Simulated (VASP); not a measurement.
A run of VASP 6.6.1 is set up as follows.

File INCAR:

```
SYSTEM = SrO
ALGO     = Normal         ! electronic algorithm
EDIFF    = 1E-8           ! SCF threshold, eV
ENCUT    = 600            ! plane-wave cutoff, eV
IBRION   = 8              ! ionic algorithm
ISIF     = 2              ! what is computed and relaxed
ISMEAR   = 0              ! smearing method
LASPH    = .True.         ! aspherical terms in the spheres
LCHARG   = .False.        ! write CHGCAR
LEPSILON = .True.         ! dielectric tensor by DFPT
LREAL    = .False.        ! projectors in reciprocal space
LWAVE    = .False.        ! write WAVECAR
NELM     = 100            ! most SCF steps
NSW      = 1              ! ionic steps
PREC     = Accurate       ! precision mode
SIGMA    = 0.02           ! smearing width, eV
```

Contents of KPOINTS:

```
k-points
0
Gamma
  8 8 8
  0 0 0
```

Contents of POSCAR:

```
SrO
1.0
    0.0000000000      2.6328800000      2.6328800000
    2.6328800000      0.0000000000      2.6328800000
    2.6328800000      2.6328800000      0.0000000000
Sr O
1 1
Direct
    0.0000000000      0.0000000000      0.0000000000
    0.5000000000      0.5000000000      0.5000000000
```

Potentials or basis: VASP PAW LDA potentials, release 64 (Sr_sv, O).

Launch:

```sh
$ cat potpaw_LDA.64/Sr_sv/POTCAR potpaw_LDA.64/O/POTCAR > POTCAR
$ mpirun -np 1 vasp_std > vasp.out
```

Task: Predict the electronic dielectric tensor (diagonal).

Result: 3.86.

Task: Predict the Born charges (mean of the diagonal).

Result: Sr +2.42; O -2.42 e.

Task: What does it give for the highest phonon frequency at Γ, LO-TO splitting left out?

Result: 149 cm⁻¹.

Task: Estimate the band gap on the k mesh.

Result: 3.14 eV, indirect (least direct gap 3.27 eV).

Born effective charge tensors (e):
atom 1, Sr
```
2.42 0.00 0.00
0.00 2.42 0.00
0.00 0.00 2.42
```
atom 2, O
```
-2.42  0.00  0.00
 0.00 -2.42  0.00
 0.00  0.00 -2.42
```

A k mesh can miss the band edges. Expect the measured gap to be larger: semilocal functionals such as LDA lack the derivative discontinuity.
